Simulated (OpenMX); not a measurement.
Crystal: HfC.

```
Hf C
1.0
     0.00000    2.32500    2.32500
     2.32500    0.00000    2.32500
     2.32500    2.32500    0.00000
Hf C
1 1
Direct
  0.50000 0.50000 0.50000
  0.00000 0.00000 0.00000
```

Base run:

```yaml
Program: OpenMX 3.8.5
Functional: PBE
Potentials_or_basis: OpenMX 2013 PBE set, Hf7.0-s3p2d2f1, C6.0-s2p2d1, grid cutoff 400 Ry
k_mesh: 11 × 11 × 11
Occupations: fermi-dirac, width 0.05 eV
Spin: no spin polarisation
```

Its results: pressure -0.4 GPa.

Problem. The run is repeated on the same cell with these changes: potentials or basis from OpenMX 2013 PBE set, Hf7.0-s3p2d2f1, C6.0-s2p2d1, grid cutoff 400 Ry to OpenMX 2013 PBE set, Hf7.0-s3p2d2, C6.0-s2p2, grid cutoff 400 Ry. What comes out?

Solution. Pressure 0.7 GPa.

Caveats: the basis of atomic orbitals isn't converged, which shifts pressures, moduli and gaps.

Not every run made on this cell is shown here.
